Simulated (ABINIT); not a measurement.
BeTe:

```
CELL_PARAMETERS angstrom
0.00000 2.77000 2.77000
2.77000 0.00000 2.77000
2.77000 2.77000 0.00000
ATOMIC_POSITIONS crystal
Te 0.75000 0.75000 0.75000
Be 0.00000 0.00000 0.00000
```

Base run:

* Program: ABINIT 10.8.3 (patched build)
* Functional: PBE0
* Potentials or basis: SG15 NC PBE v1.2
* Cutoff: 707 eV
* k mesh: 6 × 6 × 6
* Occupations: fermi-dirac, width 0.05 eV
* Spin: no spin polarisation

Its results: band gap on the k mesh 3.65 eV, indirect (least direct gap 5.56 eV).

**Question.** The run is repeated on the same cell with these changes: share of exact exchange from 0.25 to 0.35. What comes out?

**Answer.** Band gap on the k mesh 4.39 eV, indirect (least direct gap 6.38 eV).

Caveats: exact exchange is summed on a coarse mesh, which widens gaps by tenths of an eV; spin-orbit coupling is left out, which moves the levels of the heavy elements.

A k mesh can miss the band edges.
